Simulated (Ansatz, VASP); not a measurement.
**One calculation of GaAs, two programs**

```
CELL_PARAMETERS angstrom
0.00000 2.83309 2.83309
2.91326 0.00000 2.83309
2.91326 2.83309 0.00000
ATOMIC_POSITIONS crystal
Ga 0.00000 0.00000 0.00000
As 0.25000 0.25000 0.25000
```

Change from the starting cell: uniaxial_x strain +2.8%.

Alike in both runs: task single point; functional r2SCAN; k mesh 8 × 8 × 8; no spin polarisation.

|  | VASP | Ansatz |
| --- | --- | --- |
| version | VASP 6.6.1 | Ansatz 0.2.0 |
| potentials or method | VASP PAW PBE potentials, release 64 (Ga_d, As) | plane waves, PAW |
| plane-wave cutoff (eV) | 520 | 500 |
| occupations | gaussian, width 0.01 eV | fixed |
| valence electrons in the cell | 18 | 28 |

|  | VASP | Ansatz | Ansatz less VASP |
| --- | --- | --- | --- |
| gap on the k mesh at the Fermi level (eV) | 0.66 | 0.68 | +0.019 |
| pressure (GPa) | -1.8 | -1.9 | -0.09 |
| largest component of the traceless stress (GPa) | 1.28 | 1.30 | +0.024 |

The two sets of potentials don't hold the same shells in valence.

Caveats: the PAW data sets were made with another functional, which shifts forces and pressure a little (VASP).
